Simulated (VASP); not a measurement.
# Si (P6/mmm) in VASP: a series of runs

Runs on Si. Level: PBE. Tasks: single point.

All numbers are computed with VASP 6.6.1; they aren't measurements. Logs are shortened: lines on timing, memory, paths and dates and some standing lists are left out, and cuts for length are marked.

### Step 1. The crystal as given

It takes space group P6/mmm (No. 191, hexagonal). The conventional cell has a = 4.451 Å, b = 4.451 Å, c = 2.587 Å, α = 90.00°, β = 90.00°, γ = 120.00°. Around Si (site symmetry 6/mmm) lie 14 Si at 2.59 to 2.88 Å. Around Si (site symmetry -6m2) lie 11 Si at 2.57 to 2.88 Å.

This isn't the form of Si at room conditions, which is diamond.

### Step 2. Single point, PBE

INCAR

```
SYSTEM = Si
ALGO     = Fast           ! electronic algorithm
EDIFF    = 1E-7           ! SCF threshold, eV
ENCUT    = 520            ! plane-wave cutoff, eV
GGA      = PE             ! functional
ISIF     = 2              ! what is computed and relaxed
ISMEAR   = -1             ! smearing method
LASPH    = .TRUE.         ! aspherical terms in the spheres
LCHARG   = .FALSE.        ! write CHGCAR
LREAL    = .FALSE.        ! projectors in reciprocal space
LWAVE    = .FALSE.        ! write WAVECAR
NBANDS   = 13             ! bands
NELM     = 100            ! most SCF steps
PREC     = Accurate       ! precision mode
SIGMA    = 0.1            ! smearing width, eV
```

KPOINTS

```
k-points
0
G
  9 9 12
  0 0 0
```

POSCAR

```
Si
1.0
    4.4506851746      0.0000000000      0.0000000000
   -2.2253425873      3.8544064254      0.0000000000
    0.0000000000      0.0000000000      2.5869858561
Si
3
Direct
    0.0000000000      0.0000000000      0.0000000000
    0.3333333333      0.6666666667      0.5000000000
    0.6666666667      0.3333333333      0.5000000000
```

Potentials or basis: VASP PAW PBE potentials, release 64 (Si).

Started as:

```
cat potpaw_PBE.64/Si/POTCAR > POTCAR
mpirun -np 1 vasp_std > vasp.out
```

OUTCAR:

```text
SYSTEM = Si
   EDIFF = 1E-7
   ENCUT = 520
   GGA = PE
   ISIF = 2
   ISMEAR = -1
   LASPH = .TRUE.
   LREAL = .FALSE.
   NELM = 100
   PREC = Accurate

 ion  position               nearest neighbor table
   1  0.000  0.000  0.000-   2 2.88   3 2.88   2 2.88   3 2.88   2 2.88   2 2.88   3 2.88   3 2.88
                             3 2.88   3 2.88   2 2.88   2 2.88
   2  0.333  0.667  0.500-   3 2.57   3 2.57   3 2.57   1 2.88   1 2.88   1 2.88   1 2.88   1 2.88
                             1 2.88
   3  0.667  0.333  0.500-   2 2.57   2 2.57   2 2.57   1 2.88   1 2.88   1 2.88   1 2.88   1 2.88
                             1 2.88

  LATTYP: Found a hexagonal cell.
 ALAT       =     4.4506851746
 C/A-ratio  =     0.5812556392

  Lattice vectors:

 A1 = (   4.4506851746,   0.0000000000,   0.0000000000)
 A2 = (  -2.2253425873,   3.8544064254,   0.0000000000)
 A3 = (   0.0000000000,   0.0000000000,   2.5869858561)

Analysis of symmetry for initial positions (statically):
=====================================================================
 Subroutine PRICEL returns:
 Original cell was already a primitive cell.

 Routine SETGRP: Setting up the symmetry group for a
 hexagonal supercell.

 Subroutine GETGRP returns: Found 24 space group operations
 (whereof 24 operations were pure point group operations)
 out of a pool of 24 trial point group operations.

The static configuration has the point symmetry D_6h.

Analysis of symmetry for dynamics (positions and initial velocities):
=====================================================================
 Subroutine PRICEL returns:
 Original cell was already a primitive cell.

 Routine SETGRP: Setting up the symmetry group for a
 hexagonal supercell.

 Subroutine GETGRP returns: Found 24 space group operations
 (whereof 24 operations were pure point group operations)
 out of a pool of 24 trial point group operations.

The dynamic configuration has the point symmetry D_6h.

 Subroutine INISYM returns: Found 24 space group operations
 (whereof 24 operations are pure point group operations),
 and found     1 'primitive' translations

----------------------------------------------------------------------------------------

                                     Primitive cell

  volume of cell :      44.3791

  direct lattice vectors                    reciprocal lattice vectors
     4.450685175  0.000000000  0.000000000     0.224684506  0.129721660  0.000000000
    -2.225342587  3.854406425  0.000000000     0.000000000  0.259443320  0.000000000
     0.000000000  0.000000000  2.586985856     0.000000000  0.000000000  0.386550239

  length of vectors
     4.450685175  4.450685175  2.586985856     0.259443320  0.259443320  0.386550239

  position of ions in fractional coordinates (direct lattice)
     0.000000000  0.000000000  0.000000000
     0.333333333  0.666666667  0.500000000
     0.666666667  0.333333333  0.500000000

  ion indices of the primitive-cell ions
   primitive index   ion index
                 1           1
                 2           2
                 3           3

----------------------------------------------------------------------------------------

 KPOINTS: k-points

Automatic generation of k-mesh.
 Grid dimensions read from file:
 generate k-points for:    9    9   12

 Generating k-lattice:

  Cartesian coordinates                     Fractional coordinates (reciprocal lattice)
     0.024964945  0.014413518  0.000000000     0.111111111  0.000000000  0.000000000
     0.000000000  0.028827036  0.000000000     0.000000000  0.111111111  0.000000000
     0.000000000  0.000000000  0.032212520     0.000000000  0.000000000  0.083333333

  Length of vectors
     0.028827036  0.028827036  0.032212520

  Shift w.r.t. Gamma in fractional coordinates (k-lattice)
     0.000000000  0.000000000  0.000000000

 Subroutine IBZKPT returns following result:
 ===========================================

 Found     84 irreducible k-points:

 Following reciprocal coordinates:
            Coordinates               Weight
  0.000000  0.000000  0.000000      1.000000
  0.111111 -0.000000  0.000000      6.000000
  0.222222 -0.000000  0.000000      6.000000
  0.333333 -0.000000  0.000000      6.000000
  0.444444 -0.000000  0.000000      6.000000
  0.111111  0.111111  0.000000      6.000000
[... 16 lines left out ...]
  0.333333  0.222222  0.083333     24.000000
  0.333333  0.333333  0.083333      4.000000
 [... further k-points ...]
   k-points           NKPTS =     84   k-points in BZ     NKDIM =     84   number of bands    NBANDS=     13
   number of dos      NEDOS =    301   number of ions     NIONS =      3
   total plane-waves  NPLWV =  25920
   dimension x,y,z NGX =    36 NGY =   36 NGZ =   20
   dimension x,y,z NGXF=    72 NGYF=   72 NGZF=   40
   ions per type =               3
   NGX,Y,Z   is equivalent  to a cutoff of  13.45, 13.45, 12.85 a.u.
   NGXF,Y,Z  is equivalent  to a cutoff of  26.89, 26.89, 25.70 a.u.
 SYSTEM =  Si
   PREC   = accura    normal or accurate (medium, high low for compatibility)
   ISTART =      0    job   : 0-new  1-cont  2-samecut
   ICHARG =      2    charge: 1-file 2-atom 10-const
   ISPIN  =      1    spin polarized calculation?
   LNONCOLLINEAR =      F non collinear calculations
   LSORBIT =      F    spin-orbit coupling
   LASPH  =      T    aspherical Exc in radial PAW
   ENCUT  =  520.0 eV  38.22 Ry    6.18 a.u.   8.28  8.28  4.81*2*pi/ulx,y,z
   NELM   =    100;   NELMIN=  2; NELMDL= -5     # of ELM steps
   EDIFF  = 0.1E-06   stopping-criterion for ELM
   LREAL  =      F    real-space projection
   EDIFFG = 0.1E-05   stopping-criterion for IOM
   NSW    =      0    number of steps for IOM
   IBRION =     -1    ionic relax: 0-MD 1-quasi-New 2-CG
   NFREE  =      0    steps in history (QN), initial steepest desc. (CG)
   ISIF   =      2    stress and relaxation
   ISYM   =      2    0-nonsym 1-usesym 2-fastsym
   POTIM  = 0.5000    time-step for ionic-motion
   TEBEG  =    0.0;   TEEND  =   0.0 temperature during run
   PSTRESS=    0.0 pullay stress
   NELECT =      12.0000    total number of electrons
   NUPDOWN=      -1.0000    fix difference up-down
   EMIN   =  10.00;   EMAX   =-10.00  energy-range for DOS
   EFERMI =   0.00;   METHOD = LEGACY
   ISMEAR =    -1;   SIGMA  =   0.10  broadening in eV -4-tet -1-fermi 0-gaus
   EFERMI_NEDOS =   21; number of points for ismear=-14 and -15
   IALGO  =     68    algorithm
   IMIX   =      4    mixing-type and parameters
     AMIX     =   0.40;   BMIX     =  1.00
     AMIX_MAG =   1.60;   BMIX_MAG =  1.00
  volume/ion in A,a.u.               =      14.79        99.83
  Fermi-wavevector in a.u.,A,eV,Ry     =   1.058626  2.000513 15.247891  1.120688
  Thomas-Fermi vector in A             =   2.193942
   LORBIT       =      0    0 simple, 1 ext, 2 COOP (PROOUT), +10 PAW based schemes
   GGA     = PE    functional components
   LHFCALC =     F    Hartree Fock is set to
   AEXX    =    0.0000 exact exchange contribution
   IVDW    =     0    specifies the selected vdW correction
   LEPSILON=     F    determine dielectric tensor
   LRPA    =     F    only Hartree local field effects (RPA)
 non-spin polarized calculation
 RMM-DIIS sequential band-by-band and
  energy-cutoff  :      520.00
  volume of cell :       44.38
 maximum number of plane-waves:      1224
 NGX is ok and might be reduce to    36
   NGX = 17   NGY = 17   NGZ =  9

 number of electron      11.9999999 magnetization

 Free energy of the ion-electron system (eV)
  ---------------------------------------------------
  ext. energy  EPLUGINS =         0.00000000
  ---------------------------------------------------
  free energy    TOTEN  =       -14.80691660 eV

  energy without entropy =      -14.76541504  energy(sigma->0) =      -14.78616582

 E-fermi :   9.7592     XC(G=0): -11.0949

 val. band max:        9.7446838589   @ k =   0.3333   0.2222   0.4167
 cond. band min:       9.7720599541   @ k =   0.4444   0.1111   0.2500
 fundamental gap:      0.0273760953
 Fermi energy:         9.7591812972

 k-point     1 :       0.0000    0.0000    0.0000
  band No.  band energies     occupation
      1      -4.3795      2.00000
      2       4.4940      2.00000
      3       4.6894      2.00000
      4       5.4408      2.00000
      5       5.4408      2.00000
      6       5.5331      2.00000
      7       5.5331      2.00000
      8      15.5343      0.00000
      9      17.0594      0.00000
     10      20.4820      0.00000
     11      20.4820      0.00000
     12      21.9060      0.00000
     13      22.0310      0.00000

 k-point     2 :       0.1111   -0.0000    0.0000
  band No.  band energies     occupation
      1      -4.2589      2.00000
      2       3.1545      2.00000
      3       3.9092      2.00000
      4       4.5709      2.00000
      5       6.1067      2.00000
      6       6.6291      2.00000
      7       7.4095      2.00000
      8      15.6374      0.00000
      9      17.0903      0.00000
     10      19.1934      0.00000
     11      19.6035      0.00000
     12      21.4546      0.00000
     13      21.7232      0.00000

 k-point     3 :       0.2222   -0.0000    0.0000
  band No.  band energies     occupation
      1      -3.8976      2.00000
      2       1.4356      2.00000
      3       3.2283      2.00000
      4       3.8842      2.00000
      5       7.4357      2.00000
      6       7.9930      2.00000
      7       9.7388      1.10160
      8      15.9463      0.00000
      9      16.5640      0.00000
     10      17.6734      0.00000
     11      17.8800      0.00000
     12      20.3605      0.00000
     13      21.3081      0.00000

 k-point     4 :       0.3333   -0.0000    0.0000
  band No.  band energies     occupation
      1      -3.2969      2.00000
      2      -0.0861      2.00000
      3       2.7643      2.00000
      4       3.4259      2.00000
      5       8.9871      1.99911
      6       9.5747      1.72709
      7      12.2242      0.00000
      8      14.6582      0.00000
      9      15.4940      0.00000
     10      16.4592      0.00000
     11      17.9661      0.00000
     12      19.1642      0.00000
     13      20.9992      0.00000

 k-point     5 :       0.4444   -0.0000    0.0000
  band No.  band energies     occupation
      1      -2.4596      2.00000
      2      -1.3862      2.00000
      3       2.5304      2.00000
      4       3.1966      2.00000
      5      10.7262      0.00013
      6      11.3579      0.00000
      7      12.6375      0.00000
      8      13.3702      0.00000
      9      14.6616      0.00000
     10      17.1710      0.00000
     11      17.6007      0.00000
     12      18.0859      0.00000
     13      19.8043      0.00000
[... 257 lines left out ...]
 k-point    22 :       0.2222    0.2222    0.0833
  band No.  band energies     occupation
      1      -2.7881      2.00000
      2       0.3829      2.00000
      3       0.4425      2.00000
      4       6.6328      2.00000
      5       6.7751      2.00000
      6      12.6054      0.00000
      7      12.6068      0.00000
      8      12.7097      0.00000
      9      14.4078      0.00000
     10      16.9388      0.00000
     11      17.1364      0.00000
     12      18.2600      0.00000
     13      19.7980      0.00000

 k-point    23 :       0.3333    0.2222    0.0833
  band No.  band energies     occupation
      1      -1.9531      2.00000
      2      -0.8834      2.00000
      3       0.1781      2.00000
      4       6.4763      2.00000
      5       8.5045      1.99999
      6      10.5017      0.00119
      7      14.1733      0.00000
      8      14.6982      0.00000
      9      15.1855      0.00000
     10      16.0354      0.00000
     11      16.4737      0.00000
     12      17.5918      0.00000
     13      18.9525      0.00000

 k-point    24 :       0.3333    0.3333    0.0833
  band No.  band energies     occupation
      1      -1.0606      2.00000
      2      -0.9726      2.00000
      3      -0.9726      2.00000
      4       8.2327      2.00000
      5       8.4778      1.99999
      6       8.4778      1.99999
      7      15.1398      0.00000
      8      15.1398      0.00000
      9      15.9073      0.00000
     10      16.6299      0.00000
     11      16.9452      0.00000
     12      16.9452      0.00000
     13      18.5643      0.00000

 [... further k-points ...]

------------------------ aborting loop because EDIFF is reached ----------------------------------------

  FORCE on cell =-STRESS in cart. coord.  units (eV):
  Direction    XX          YY          ZZ          XY          YZ          ZX
  --------------------------------------------------------------------------------------
  -------------------------------------------------------------------------------------
  Total       -0.0188566     -0.0188566     -0.0056955     -0.0000000      0.0000000      0.0000000
  in kB       -0.6807623     -0.6807623     -0.2056182     -0.0000000      0.0000000      0.0000000
  external PRESSURE =      -0.5223810 kB  Pullay stress =       0.0000000 kB

 VOLUME and BASIS-vectors are now :
 -----------------------------------------------------------------------------
  energy-cutoff  :      520.00
  volume of cell :       44.38
      direct lattice vectors                 reciprocal lattice vectors
     4.450685175  0.000000000  0.000000000     0.224684506  0.129721660  0.000000000
    -2.225342587  3.854406425  0.000000000     0.000000000  0.259443320  0.000000000
     0.000000000  0.000000000  2.586985856     0.000000000  0.000000000  0.386550239

 POSITION                                       TOTAL-FORCE (eV/Angst)
 -----------------------------------------------------------------------------------
      0.00000      0.00000      0.00000         0.000000      0.000000     -0.000000
     -0.00000      2.56960      1.29349         0.000000      0.000000     -0.000000
      2.22534      1.28480      1.29349        -0.000000      0.000000      0.000000
 -----------------------------------------------------------------------------------
    total drift:                               -0.000000     -0.000000     -0.000000

  FREE ENERGIE OF THE ION-ELECTRON SYSTEM (eV)
  ---------------------------------------------------
  free  energy   TOTEN  =       -14.8069166046 eV

  energy  without entropy=      -14.7654150350  energy(sigma->0) =      -14.78616582
```

It took 51 s on 1 thread of Intel Xeon Platinum 8259CL at 2.50GHz (Skylake/Cascade Lake), shared host; peak memory 0.17 GiB.

Results:

* Free energy: -14.8069 eV
* Pressure: -0.1 GPa
* Band gap on the k mesh: none (metal or under the smearing width)

### Step 3. Single point, PBE (volume scaled by 0.9, LAPW)

INCAR

```
SYSTEM = Si
PREC     = Accurate       ! precision mode
ENCUT    = 520            ! plane-wave cutoff, eV
EDIFF    = 1E-7           ! SCF threshold, eV
ISMEAR   = -1             ! smearing method
SIGMA    = 0.1            ! smearing width, eV
LREAL    = .FALSE.        ! projectors in reciprocal space
LASPH    = .TRUE.         ! aspherical terms in the spheres
NELM     = 100            ! most SCF steps
ALGO     = Normal         ! electronic algorithm
ISIF     = 2              ! what is computed and relaxed
LWAVE    = .FALSE.        ! write WAVECAR
LCHARG   = .FALSE.        ! write CHGCAR
GGA      = PE             ! functional
NBANDS   = 13             ! bands
```

KPOINTS

```
regular mesh
0
G
  9 9 12
  0 0 0
```

POSCAR

```
Si
1.0
    4.2886277714      0.0000000000      0.0000000000
   -2.1443138857      3.7140605974      0.0000000000
    0.0000000000      0.0000000000      2.5075731241
Si
3
Direct
    0.0000000000      0.0000000000      0.0000000000
    0.3333333333      0.6666666667      0.5000000000
    0.6666666667      0.3333333333      0.5000000000
```

Potentials or basis: VASP PAW PBE potentials, release 64 (Si).

Started as:

```
cat potpaw_PBE.64/Si/POTCAR > POTCAR
mpirun -np 1 vasp_std > vasp.out
```

Wall time 32 s (1 thread of Intel Xeon Platinum 8259CL at 2.50GHz (Skylake/Cascade Lake), shared host); peak memory 0.16 GiB.

The run converged. Its results:

```
Free energy            : -14.6533 eV
Pressure               : 12.2 GPa
Band gap on the k mesh : none (metal or under the smearing width)
```

Levels at points of the mesh, in eV from the Fermi level:
```
           k point  band 4  band 5  band 6  band 7  band 8  band 9
(0.00, 0.00, 0.00)   -4.81   -4.81   -4.73   -4.73    6.16    7.44
(0.00, 0.00, 0.50)   -0.75   -0.70   -0.34    0.70    0.70    0.79
```
